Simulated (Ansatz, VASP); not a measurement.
## Cross-check of InP (InP(110)) between VASP and Ansatz

One calculation is typed for both programs; each brings its own data sets and cutoff. How far apart do they land? The structure shown is the end of the VASP relaxation below.

Main program and level: Ansatz 0.2.0; plane waves, with VASP 6.6.1 beside it; single point at PBE and band structure at PBE.

## (1) Starting point

The cell holds 18 atoms: 9 In and 9 P. Its edges and angles: a = 4.115 Å, b = 5.819 Å, c = 33.382 Å, α = 90.0°, β = 90.0°, γ = 90.0°. It derives from InP. As first built, before any earlier steps moved the atoms: 9 layers, strained by -3 % in the plane. Vacuum lies along c.

## (2) VASP: relaxation, PBE

This run makes the geometry at which the two programs are then compared.

Lines of VASP's logs that name or quote its potential files are left out, and so is its time.

Contents of INCAR:

```
SYSTEM = InP
PREC = Normal
ENCUT = 320
EDIFF = 1E-05
NELM = 120
ISMEAR = 0
SIGMA = 0.03
LREAL = Auto
ALGO = Fast
GGA = PE
NBANDS = 54
LORBIT = 11
LWAVE = .FALSE.
LCHARG = .FALSE.
KPAR = 2
NCORE = 2
IBRION = 2
NSW = 60
ISIF = 2
EDIFFG = -0.03
POTIM = 0.4
MAXMIX = 40
IDIPOL = 3
LDIPOL = .TRUE.
DIPOL = 0.5 0.5 0.5
```

Contents of POSCAR:

```
InP
1.0
    4.1145299406      0.0000000000      0.0000000000
    0.0000000000      5.8188240447      0.0000000000
    0.0000000000      0.0000000000     33.3822467608
In P
9 9
Direct
    0.0000000000      0.0000000000      0.2396483400
    0.5000000000      0.5000000000      0.3047362500
    0.0000000000      0.0000000000      0.3698241700
    0.5000000000      0.5000000000      0.4349120800
    0.0000000000      0.0000000000      0.5000000000
    0.5000000000      0.5000000000      0.5650879200
    0.0000000000      0.0000000000      0.6301758300
    0.5000000000      0.5000000000      0.6952637500
    0.0000000000      0.0000000000      0.7603516600
    0.0000000000      0.7500000000      0.3047362500
    0.5000000000      0.2500000000      0.2396483400
    0.0000000000      0.7500000000      0.4349120800
    0.5000000000      0.2500000000      0.3698241700
    0.0000000000      0.7500000000      0.5650879200
    0.5000000000      0.2500000000      0.5000000000
    0.0000000000      0.7500000000      0.6952637500
    0.5000000000      0.2500000000      0.6301758300
    0.5000000000      0.2500000000      0.7603516600
```

Contents of KPOINTS:

```
Automatic mesh
0
Gamma
6 4 1
0 0 0
```

The projector-augmented-wave data sets are In and P (PBE family, release 64).

Run with:

```sh
$ mpirun -np 4 vasp_std
```

Numbers of over 12 decimals in the logs are rounded to 6 here.

The log of the run:

```text
[banner, memory and clock lines left out]
running    4 mpi-ranks, on    1 nodes
 distrk:  each k-point on    2 cores,    2 groups
 distr:  one band on    2 cores,    1 groups

 POSCAR found type information on POSCAR InP
 POSCAR found :  2 types and      18 ions
 LDA part: xc-table for (Slater+PW92), standard interpolation
 POSCAR, INCAR and KPOINTS ok, starting setup
 FFT: planning ... GRIDC
 FFT: planning ... GRID_SOFT
 FFT: planning ... GRID
 WAVECAR not read
 entering main loop
       N       E                     dE             d eps       ncg     rms          rms(c)
DAV:   1     0.305221603484E+03    0.30522E+03   -0.17931E+04  1296   0.676E+02
DAV:   2    -0.361832346163E+02   -0.34140E+03   -0.32825E+03  1712   0.148E+02
DAV:   3    -0.748653875491E+02   -0.38682E+02   -0.38216E+02  1576   0.515E+01
DAV:   4    -0.765383306626E+02   -0.16729E+01   -0.16661E+01  1810   0.124E+01
DAV:   5    -0.765948813810E+02   -0.56551E-01   -0.56475E-01  1712   0.215E+00    0.170E+01
RMM:   6    -0.723220378183E+02    0.42728E+01   -0.62736E+00  1296   0.523E+00    0.967E+00
RMM:   7    -0.719712987667E+02    0.35074E+00   -0.65572E+00  1296   0.516E+00    0.307E+00
RMM:   8    -0.718301608567E+02    0.14114E+00   -0.12128E+00  1296   0.282E+00    0.851E-01
RMM:   9    -0.718005681947E+02    0.29593E-01   -0.94840E-02  1330   0.102E+00    0.462E-01
RMM:  10    -0.718047076120E+02   -0.41394E-02   -0.37311E-02  1529   0.492E-01    0.396E-01
RMM:  11    -0.718059375014E+02   -0.12299E-02   -0.15122E-02  1296   0.301E-01    0.215E-01
RMM:  12    -0.718051434836E+02    0.79402E-03   -0.18754E-03  1316   0.141E-01    0.962E-02
RMM:  13    -0.718052343567E+02   -0.90873E-04   -0.47422E-04  1469   0.651E-02    0.902E-02
RMM:  14    -0.718052104637E+02    0.23893E-04   -0.12628E-04  1326   0.297E-02    0.980E-02
RMM:  15    -0.718055182007E+02   -0.30774E-03   -0.67413E-05  1217   0.220E-02    0.349E-02
RMM:  16    -0.718058449624E+02   -0.32676E-03   -0.52997E-04  1331   0.465E-02    0.143E-01
RMM:  17    -0.718058736441E+02   -0.28682E-04   -0.66416E-05  1144   0.194E-02    0.178E-01
RMM:  18    -0.718058751822E+02   -0.15381E-05   -0.14085E-05   900   0.960E-03
   1 F= -.71805875E+02 E0= -.71805875E+02  d E =-.718059E+02
[... from here on, the cycles between the ionic steps are left out ...]
   2 F= -.72100701E+02 E0= -.72100701E+02  d E =-.294826E+00
  14 F= -.73041388E+02 E0= -.73041388E+02  d E =-.600966E-02
  15 F= -.73044438E+02 E0= -.73044438E+02  d E =-.305002E-02
  16 F= -.73044442E+02 E0= -.73044442E+02  d E =-.305432E-02
  17 F= -.73046759E+02 E0= -.73046759E+02  d E =-.231706E-02
  18 F= -.73047235E+02 E0= -.73047235E+02  d E =-.279308E-02
  19 F= -.73049161E+02 E0= -.73049161E+02  d E =-.192588E-02
  20 F= -.73049185E+02 E0= -.73049185E+02  d E =-.195032E-02
  21 F= -.73050039E+02 E0= -.73050039E+02  d E =-.853319E-03
  22 F= -.73050335E+02 E0= -.73050335E+02  d E =-.114965E-02
  23 F= -.73051095E+02 E0= -.73051095E+02  d E =-.759403E-03
  24 F= -.73051361E+02 E0= -.73051361E+02  d E =-.102589E-02
 curvature:  -3.96 expect dE=-0.108E-02 dE for cont linesearch -0.316E-05
 trial: gam= 0.76704 g(F)=  0.272E-03 g(S)=  0.000E+00 ort =-0.262E-04 (trialstep = 0.264E+01)
 search vector abs. value=  0.738E-03
 bond charge predicted
       N       E                     dE             d eps       ncg     rms          rms(c)
DAV:   1    -0.730515488915E+02   -0.18680E-03   -0.50808E-02  1332   0.638E-01    0.102E-01
RMM:   2    -0.730516656177E+02   -0.11673E-03   -0.31204E-03  1296   0.193E-01    0.684E-02
RMM:   3    -0.730518163779E+02   -0.15076E-03   -0.53342E-04  1305   0.892E-02    0.378E-02
RMM:   4    -0.730518562206E+02   -0.39843E-04   -0.10172E-04  1327   0.411E-02    0.322E-02
RMM:   5    -0.730518661128E+02   -0.98921E-05   -0.36457E-05  1074   0.208E-02
  25 F= -.73051866E+02 E0= -.73051866E+02  d E =-.505098E-03
 trial-energy change:   -0.000505  1 .order   -0.000387   -0.000665   -0.000109
 step:   2.8567(harm=  3.1554)  dis= 0.00513  next Energy=   -73.051871 (dE=-0.510E-03)
 reached required accuracy - stopping structural energy minimisation
```

From OUTCAR (step 2):

```text
ion  position               nearest neighbor table
   1  0.000  0.000  0.240-  11 2.52  11 2.52  10 2.61
   2  0.500  0.500  0.305-  10 2.52  10 2.52  11 2.61  13 2.61
   3  0.000  0.000  0.370-  13 2.52  13 2.52  12 2.61  10 2.61
   4  0.500  0.500  0.435-  12 2.52  12 2.52  13 2.61  15 2.61
   5  0.000  0.000  0.500-  15 2.52  15 2.52  12 2.61  14 2.61
   6  0.500  0.500  0.565-  14 2.52  14 2.52  17 2.61  15 2.61
   7  0.000  0.000  0.630-  17 2.52  17 2.52  14 2.61  16 2.61
   8  0.500  0.500  0.695-  16 2.52  16 2.52  18 2.61  17 2.61
   9  0.000  0.000  0.760-  18 2.52  18 2.52  16 2.61
  10  0.000  0.750  0.305-   2 2.52   2 2.52   1 2.61   3 2.61
  11  0.500  0.250  0.240-   1 2.52   1 2.52   2 2.61
  12  0.000  0.750  0.435-   4 2.52   4 2.52   3 2.61   5 2.61
  13  0.500  0.250  0.370-   3 2.52   3 2.52   4 2.61   2 2.61
  14  0.000  0.750  0.565-   6 2.52   6 2.52   7 2.61   5 2.61
  15  0.500  0.250  0.500-   5 2.52   5 2.52   6 2.61   4 2.61
  16  0.000  0.750  0.695-   8 2.52   8 2.52   9 2.61   7 2.61
  17  0.500  0.250  0.630-   7 2.52   7 2.52   6 2.61   8 2.61
  18  0.500  0.250  0.760-   9 2.52   9 2.52   8 2.61

  LATTYP: Found a simple orthorhombic cell.
 ALAT       =     4.1145299406
 B/A-ratio  =     1.4142135624
 C/A-ratio  =     8.1132589245

 Subroutine GETGRP returns: Found  4 space group operations
 (whereof  4 operations were pure point group operations)

The static configuration has the point symmetry C_2v.

 Found     12 irreducible k-points:

   k-points           NKPTS =     12   k-points in BZ     NKDIM =     12   number of bands    NBANDS=     54

   dimension x,y,z NGX =    18 NGY =   28 NGZ =  150
   dimension x,y,z NGXF=    36 NGYF=   56 NGZF=  300

   ENCUT  =  320.0 eV  23.52 Ry    4.85 a.u.   6.00  8.49 48.69*2*pi/ulx,y,z

   NELECT =      72.0000    total number of electrons

 k-points in reciprocal lattice and weights: Automatic mesh
   0.00000000  0.00000000  0.00000000       0.042
   0.16666667  0.00000000  0.00000000       0.083
   0.33333333  0.00000000  0.00000000       0.083
   0.50000000  0.00000000  0.00000000       0.042
   0.00000000  0.25000000  0.00000000       0.083
   0.16666667  0.25000000  0.00000000       0.167
   0.33333333  0.25000000  0.00000000       0.167
   0.50000000  0.25000000  0.00000000       0.083
   0.00000000  0.50000000  0.00000000       0.042
   0.16666667  0.50000000  0.00000000       0.083
   0.33333333  0.50000000  0.00000000       0.083
   0.50000000  0.50000000  0.00000000       0.042

 dipolmoment           0.000000      0.000000     -0.000000 electrons x Angstroem

 average (electrostatic) potential at core
       1 -42.2792       2 -42.0420       3 -42.0284       4 -42.0394       5 -42.0210
       6 -42.0394       7 -42.0284       8 -42.0420       9 -42.2792      10 -87.9148
      11 -87.6696      12 -87.8435      13 -87.8244      14 -87.8435      15 -87.8351
      16 -87.9148      17 -87.8244      18 -87.6696

 E-fermi :   0.2982

 k-point     1 :       0.0000    0.0000    0.0000
  band No.  band energies     occupation
    ...
     32      -0.3414      2.00000
     33      -0.1749      2.00000
     34      -0.1619      2.00000
     35       0.0248      2.00000
     36       0.1182      2.00000
     37       0.8836      0.00000
     38       1.4988      0.00000
     39       1.6005      0.00000
     40       2.1376      0.00000
     41       2.1695      0.00000
    ...

 k-point     2 :       0.1667    0.0000    0.0000
  band No.  band energies     occupation
    ...
     32      -0.9381      2.00000
     33      -0.7401      2.00000
     34      -0.6984      2.00000
     35      -0.4412      2.00000
     36      -0.4210      2.00000
     37       1.6735      0.00000
     38       1.7952      0.00000
     39       2.0119      0.00000
     40       2.3176      0.00000
     41       2.7247      0.00000
    ...

 k-point     3 :       0.3333    0.0000    0.0000
  band No.  band energies     occupation
    ...
     32      -1.4543      2.00000
     33      -1.3258      2.00000
     34      -1.1469      2.00000
     35      -0.9083      2.00000
     36      -0.7114      2.00000
     37       1.6181      0.00000
     38       1.7105      0.00000
     39       2.2835      0.00000
     40       2.3598      0.00000
     41       2.3671      0.00000
    ...

  Total        9.9998795      6.1965268     -0.2244974      0.0000000      0.0000000      0.0000000
  in kB       20.0463051     12.4218964     -0.4500397      0.0000000      0.0000000      0.0000000
  external PRESSURE =      10.6727206 kB  Pullay stress =       0.0000000 kB

  energy-cutoff  :      320.00
  volume of cell :      799.23
      direct lattice vectors                 reciprocal lattice vectors
     4.114529941  0.000000000  0.000000000     0.243041128  0.000000000  0.000000000
     0.000000000  5.818824045  0.000000000     0.000000000  0.171856030  0.000000000
     0.000000000  0.000000000 33.382246761     0.000000000  0.000000000  0.029956042

 POSITION                                       TOTAL-FORCE (eV/Angst)
 -----------------------------------------------------------------------------------
      4.11453      0.31149      8.43348         0.000000      0.002939      0.010778
      2.05726      2.78775     10.05588         0.000000     -0.007018      0.010864
      4.11453      5.73337     12.38576        -0.000000      0.012181     -0.003294
      2.05726      2.81315     14.49765         0.000000     -0.007213     -0.004761
      0.00000      5.74051     16.69112         0.000000      0.013679      0.000000
      2.05726      2.81315     18.88460         0.000000     -0.007213      0.004761
      4.11453      5.73337     20.99649        -0.000000      0.012181      0.003294
      2.05726      2.78775     23.32637         0.000000     -0.007018     -0.010864
      0.00000      0.31149     24.94876         0.000000      0.002939     -0.010778
      0.00000      4.30901     10.21761         0.000000      0.003295     -0.003236
      2.05726      1.60391      7.73118         0.000000      0.006586     -0.000180
      0.00000      4.32722     14.53449        -0.000000     -0.008642      0.006695
      2.05726      1.43820     12.30422         0.000000     -0.001351     -0.010771
      4.11453      4.32722     18.84775        -0.000000     -0.008642     -0.006695
      2.05726      1.43542     16.69112         0.000000     -0.015235      0.000000
      0.00000      4.30901     23.16464         0.000000      0.003295      0.003236
      2.05726      1.43820     21.07802         0.000000     -0.001351      0.010771
      2.05726      1.60391     25.65106         0.000000      0.006586      0.000180
 -----------------------------------------------------------------------------------
    total drift:                               -0.000000     -0.089626      0.000007

  FREE ENERGIE OF THE ION-ELECTRON SYSTEM (eV)
  ---------------------------------------------------
  free  energy   TOTEN  =       -73.0518661128 eV

  energy  without entropy=      -73.0518661128  energy(sigma->0) =      -73.05186611

 reached required accuracy - stopping structural energy minimisation

 vacuum level on the upper side and lower side of the slab         5.061         5.061

 total charge
# of ion       s       p       d       tot
------------------------------------------
    1        1.256   1.237   0.183   2.676
    2        1.184   1.398   0.225   2.807
    3        1.187   1.421   0.230   2.838
    4        1.186   1.414   0.230   2.829
    5        1.186   1.429   0.232   2.847
    6        1.186   1.414   0.230   2.829
    7        1.187   1.421   0.230   2.838
    8        1.184   1.398   0.225   2.807
    9        1.256   1.237   0.183   2.676
   10        1.039   1.477   0.000   2.517
   11        1.086   1.381   0.000   2.468
   12        1.036   1.484   0.000   2.521
   13        1.038   1.473   0.000   2.511
   14        1.036   1.484   0.000   2.521
   15        1.037   1.480   0.000   2.517
   16        1.039   1.477   0.000   2.517
   17        1.038   1.473   0.000   2.511
   18        1.086   1.381   0.000   2.468
--------------------------------------------------
tot         20.249  25.477   1.968  47.694

[... 3 further parts left out ...]
```

The data set In keeps the semicore shell frozen, which is cheaper and a little less accurate. The run keeps the 4 symmetry operations of its start, so it cannot find a distortion of lower symmetry.

[end of part 1 of 3]

[Lines on the potential files, build, host, timing and source positions are cut from VASP's logs without a mark.]

[Logs are printed without paths, hosts, clocks, repeated set-up lines and the standing remarks that a program may print on its own settings, such as how far it seeks lower states.]

[Hosts, paths, dates, database ids (printed as entryN), source tags and the programs' standing remarks are cut or masked in the printed files.]
